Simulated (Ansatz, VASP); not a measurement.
## In: VASP beside Ansatz

```xyz
1
Lattice="-1.5951 1.5951 2.6494 1.5951 -1.5951 2.6494 1.5951 1.5951 -2.6494" Properties=species:S:1:pos:R:3 pbc="T T T"
In    0.0000    0.0000    0.0000
```

Alike in both runs: task single point; functional PBE; k mesh 18 × 18 × 18; occupations gaussian, width 0.1 eV; no spin polarisation.

|  | VASP | Ansatz |
| --- | --- | --- |
| version | VASP 6.6.1 | Ansatz 0.2.0 |
| potentials or method | VASP PAW PBE potentials, release 64 (In_d) | scalar-relativistic, plane waves, PAW |
| plane-wave cutoff (eV) | 520 | 420 |
| valence electrons in the cell | 13 | 13 |

```csv
,VASP,Ansatz,Ansatz less VASP
gap on the k mesh at the Fermi level (eV),none,none,-
pressure (GPa),0.7,0.8,+0.06
largest component of the traceless stress (GPa),0.88,0.87,-0.010
```

A gap of «none» marks a metal or a gap that the smearing closes.
